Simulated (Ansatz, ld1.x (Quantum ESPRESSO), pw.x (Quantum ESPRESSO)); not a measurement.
# Which C potential is closest to all-electron in the sc crystal?

All use PBE, scalar-relativistic, no spin, cutoffs from each file’s atomic test, pw.x 7.5; 18³ k-points, Fermi–Dirac smearing 0.01 Ry. Δ is the rms difference from all-electron LAPW of the E(V) curves that follow from fits to the pressures, over ±6 % in volume. Mesh and smearing are coarse and serve the comparison alone. The files are a selection: those with a ghost or negative overlap were mostly not run, and those with noisy or unconverged pressures or nearly equal Δ are left out.

All-electron: a0 = 1.777 Å (V0 = 5.61 Å³/atom), B0 = 325.5 GPa.

Rank them by Δ, smallest first.
A. norm-conserving RRKJ (Kleinman–Bylander form), ld1.x (Quantum ESPRESSO) 7.5, PBE; core [He], reference 2s2 2p2; waves: 2s (bound): rc 1.15 bohr; 2p (bound): rc 1.90 bohr; 3d channel at -0.15 Ry: rc 1.90 bohr; local part: all-electron potential smoothed inside 1.20 bohr (lloc = -1); core correction: none; rho0 0.02.
B. ultrasoft, ld1.x (Quantum ESPRESSO) 7.5, PBE; core [He], reference 2s2 2p2; waves: 2s (bound): rcut 1.05, rcutus 1.35 bohr; 2s channel at -0.35 Ry: rcut 1.05, rcutus 1.35 bohr; 2p (bound): rcut 1.35, rcutus 1.75 bohr; 2p channel at 1.05 Ry: rcut 1.35, rcutus 1.75 bohr; 3d channel at 0.4 Ry: rcut 1.35, rcutus 1.75 bohr; 3d channel at 2.2 Ry: rcut 1.35, rcutus 1.75 bohr; local part: all-electron potential smoothed inside 1.35 bohr (lloc = -1); core correction: none; augmentation: PSQ, radius 1.10 bohr.
C. norm-conserving Troullier–Martins (Kleinman–Bylander form), ld1.x (Quantum ESPRESSO) 7.5, PBE; core [He], reference 2s2 2p2; waves: 2s (bound): rc 1.05 bohr; 2p (bound): rc 2.60 bohr; 3d channel at 0.35 Ry: rc 2.30 bohr; local part: all-electron potential smoothed inside 1.20 bohr (lloc = -1); core correction: Bessel-smoothed model core inside 0.75 bohr.

B (1.9 meV/atom), A (3.6 meV/atom), C (19.7 meV/atom).
